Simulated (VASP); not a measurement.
# ZrC under changes of volume

One of the cells (13.493 Å³/atom); the others are scaled copies at fixed shape and fractional positions:

```
Zr C
1.0
     0.00000    2.38066    2.38066
     2.38066    0.00000    2.38066
     2.38066    2.38066    0.00000
Zr C
1 1
Direct
  0.50000 0.50000 0.50000
  0.00000 0.00000 0.00000
```

- Program: VASP 6.6.1
- Functional: PBEsol
- Potentials or basis: VASP PAW PBE potentials, release 64 (Zr_sv, C)
- Cutoff: 520 eV
- k mesh: 10 × 10 × 10
- Occupations: fermi-dirac, width 0.05 eV
- Spin: no spin polarisation

| volume (Å³/atom) | energy over the lowest point (meV/atom) | pressure (GPa) |
| --- | --- | --- |
| 12.434 | ? | ? |
| 12.699 | 0.00 | 0.8 |
| 12.963 | 2.47 | -3.9 |
| 13.493 | 28.90 | -12.0 |
| 13.757 | 51.48 | -15.4 |
| 14.022 | 79.45 | -18.6 |

Q: What does the run at 12.434 Å³/atom give?

A: Energy over the lowest point 5.76 meV/atom; pressure 6.1 GPa.

Worked out: A Birch-Murnaghan fit of order 3 (a polynomial in V^(-2/3)) to the other rows has its minimum at 12.75 Å³/atom with B0 = V·E''(V) = 236 GPa and B' = 4.1. It gives 5.81 meV/atom at 12.434 Å³/atom, against the run's 5.76, and -dE/dV = 6.2 GPa, against 6.1.

Energies are extrapolated to zero smearing.

Caveats: the PAW data sets were made with another functional, which shifts forces and pressure a little.
